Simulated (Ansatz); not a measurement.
Fe: band structure with revPBE

Fe:

```
CELL_PARAMETERS angstrom
-1.44300 1.44300 1.44300
1.44300 -1.44300 1.44300
1.44300 1.44300 -1.44300
ATOMIC_POSITIONS crystal
Fe 0.00000 0.00000 0.00000
```

```json
{
 "Program": "Ansatz 0.2.0",
 "Task": "band structure",
 "Functional": "revPBE",
 "Potentials or basis": "Ansatz PAW",
 "Cutoff": "420 eV (not typed: the program's choice for these potentials)",
 "k mesh": "13 × 13 × 13",
 "Occupations": "fermi-dirac, width 0.05 eV",
 "Spin": "collinear spin, ferromagnetic start",
 "Starting moments": "[3.0] μB",
 "Path": "[[\"G\", \"H\", \"N\", \"G\", \"P\", \"H\"], [\"P\", \"N\"]]",
 "Points for each segment of the path": "14"
}
```

```
Pressure               : -5.1 GPa
Band gap on the k mesh : none (metal or under the smearing width)
Net moment             : 2.29 μB per cell
Absolute moment        : 2.44 μB per cell
Site moments           : Fe +2.35 μB
```

Levels at the corners of the path, in eV from the Fermi level:
Spin up:
```tsv
point	band 5	band 6	band 7	band 8	band 9	band 10	band 11	band 12	band 13	band 14
Γ	-8.15	-2.20	-2.20	-2.20	-1.09	-1.09	23.91	23.91	23.91	29.00
H	-4.54	-4.54	0.04	0.04	0.04	9.49	9.49	9.49	15.03	15.03
N	-4.64	-3.19	-1.03	-0.92	0.29	0.51	6.86	17.64	19.25	22.55
Γ	-8.15	-2.20	-2.20	-2.20	-1.09	-1.09	23.91	23.91	23.91	29.00
P	-3.06	-3.06	-3.06	-0.89	-0.89	8.25	8.25	8.25	10.09	37.19
H	-4.54	-4.54	0.04	0.04	0.04	9.49	9.49	9.49	15.03	15.03
P	-3.06	-3.06	-3.06	-0.89	-0.89	8.25	8.25	8.25	10.09	37.19
N	-4.64	-3.19	-1.03	-0.92	0.29	0.51	6.86	17.64	19.25	22.55
```
Spin down:
| point | band 5 | band 6 | band 7 | band 8 | band 9 | band 10 |
| --- | --- | --- | --- | --- | --- | --- |
| Γ | -8.05 | -0.14 | -0.14 | -0.14 | 1.83 | 1.83 |
| H | -2.62 | -2.62 | 2.40 | 2.40 | 2.40 | 9.72 |
| N | -3.32 | -1.36 | 0.53 | 1.68 | 2.07 | 2.68 |
| Γ | -8.05 | -0.14 | -0.14 | -0.14 | 1.83 | 1.83 |
| P | -1.58 | -1.58 | -1.58 | 2.12 | 2.12 | 9.14 |
| H | -2.62 | -2.62 | 2.40 | 2.40 | 2.40 | 9.72 |
| P | -1.58 | -1.58 | -1.58 | 2.12 | 2.12 | 9.14 |
| N | -3.32 | -1.36 | 0.53 | 1.68 | 2.07 | 2.68 |

It took 3.2 s on 2 threads of Intel(R) Xeon(R) Processor @ 2.70GHz (shared host), peak memory 0.32 GiB.

Caveat: the PAW data sets come from PBE, with cores solved anew for the run's functional, which leaves a small shift of forces and pressure.
